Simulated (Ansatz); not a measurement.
Relaxation of a periodic cell of 23 atoms, Sn₈O₁₅ (host SnO2, host structure Pnnm, one O atom removed), cell charge +2, to a largest force component of 0.03 eV/Å in at most 60 steps.

All numbers below come from DFT PBEsol, scalar-relativistic, plane waves, PAW in Ansatz 0.2.0. Settings: PAW set soft_1, cutoff 420 eV, k mesh 2x2x2, fermi-dirac smearing 0.05 eV, no spin polarisation.

```xyz
23
Lattice="-4.7880 -4.8666 0.0000 4.7880 -4.8666 0.0000 0.0000 0.0000 6.4818" Properties=species:S:1:pos:R:3
Sn 2.365 -2.412 1.641
Sn 0.019 -4.807 0.083
O 1.416 -3.300 -0.038
O 3.742 -3.995 1.602
O -3.817 -5.701 1.650
O -1.392 -6.377 -0.016
Sn 2.371 -2.414 4.881
Sn 0.001 -4.880 3.217
O 1.342 -3.291 3.235
O 3.783 -3.974 4.863
O -3.826 -5.747 4.827
O -1.385 -6.490 3.246
Sn -2.354 -2.417 1.653
Sn -0.014 0.003 0.008
O 1.439 -8.152 -0.013
O -0.998 -4.002 1.553
O 0.961 -5.767 1.587
O -1.354 -1.562 0.036
Sn -2.379 -2.440 4.828
Sn -0.023 0.054 3.275
O -1.047 -4.020 4.861
O 0.980 -5.682 4.842
O -1.359 -1.536 3.222
```

Where does it end, and by what steps?

It converged. Limits of this set-up: coarse k mesh, PAW files made for another functional, no spin, though dangling bonds at a vacancy may carry it, a small cell, in which the defect meets its images, charged cell in a uniform background, uncorrected. After 5 steps the energy has fallen by 1.873 eV; Sn20 moved furthest, 0.27 Å.

| step | energy less start (eV) | largest force component (eV/Å) | accepted |
| --- | --- | --- | --- |
| 0 | 0.0000 | 3.339 | yes |
| 1 | -1.5792 | 1.385 | yes |
| 2 | -1.8327 | 0.706 | yes |
| 3 | -1.8729 | 0.037 | yes |
| 4 | -1.8729 | 0.036 | yes |
| 5 | -1.8733 | 0.005 | yes |

```xyz
23
Lattice="-4.7880 -4.8666 0.0000 4.7880 -4.8666 0.0000 0.0000 0.0000 6.4818" Properties=species:S:1:pos:R:3
Sn 2.389 -2.433 1.627
Sn -0.032 -4.880 -0.002
O 1.437 -3.374 -0.002
O 3.916 -3.913 1.664
O -3.842 -5.737 1.663
O -1.479 -6.381 -0.002
Sn 2.389 -2.433 4.851
Sn -0.018 -4.866 3.239
O 1.438 -3.367 3.239
O 3.916 -3.913 4.813
O -3.843 -5.738 4.814
O -1.456 -6.373 3.239
Sn -2.311 -2.334 1.496
Sn 0.079 0.082 -0.002
O 1.494 -8.164 -0.002
O -1.010 -3.934 1.633
O 0.931 -5.838 1.631
O -1.367 -1.403 -0.002
Sn -2.311 -2.334 4.981
Sn -0.170 -0.165 3.239
O -1.010 -3.934 4.844
O 0.931 -5.838 4.846
O -1.602 -1.642 3.238
```

Whether the end is a true minimum wasn't checked by a vibrational analysis.

Time of the run: 47 s on 2 threads of Arm Neoverse V1 (shared host), peak memory 0.78 GiB.
